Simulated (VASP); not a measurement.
**As under changes of volume**

One of the cells (22.726 Å³/atom); the others are scaled copies at fixed shape and fractional positions:

```
As
1.0
     1.87795    1.08423    3.72042
    -1.87795    1.08423    3.72042
     0.00000   -2.16847    3.72042
As
2
Direct
  0.22403 0.22403 0.22403
  0.77597 0.77597 0.77597
```

| Property | Result |
| --- | --- |
| Program | VASP 6.6.1 |
| Functional | r2SCAN |
| Potentials or basis | VASP PAW PBE potentials, release 64 (As) |
| Cutoff | 520 eV |
| k mesh | 8 × 8 × 8 |
| Occupations | fermi-dirac, width 0.05 eV |
| Spin | no spin polarisation |

| volume (Å³/atom) | energy over the lowest point (meV/atom) | pressure (GPa) | largest force (eV/Å) |
| --- | --- | --- | --- |
| 21.817 | ? | ? | ? |
| 22.271 | 1.95 | 1.5 | 0.152 |
| 22.726 | 0.00 | 0.0 | 0.006 |
| 23.180 | 2.09 | -1.4 | 0.130 |
| 23.635 | 7.80 | -2.6 | 0.257 |

Q: What does the run at 21.817 Å³/atom give?

A: Energy over the lowest point 8.43 meV/atom; pressure 3.1 GPa; largest force 0.308 eV/Å.

Worked out: A Birch-Murnaghan fit of order 2 (a polynomial in V^(-2/3)) to the other rows has its minimum at 22.71 Å³/atom with B0 = V·E''(V) = 71 GPa at fixed shape and positions, which overstates the stiffness. It gives 8.32 meV/atom at 21.817 Å³/atom, against the run's 8.43, and -dE/dV = 3.1 GPa, against 3.1.

Energies are extrapolated to zero smearing.

Caveats: the PAW data sets were made with another functional, which shifts forces and pressure a little.
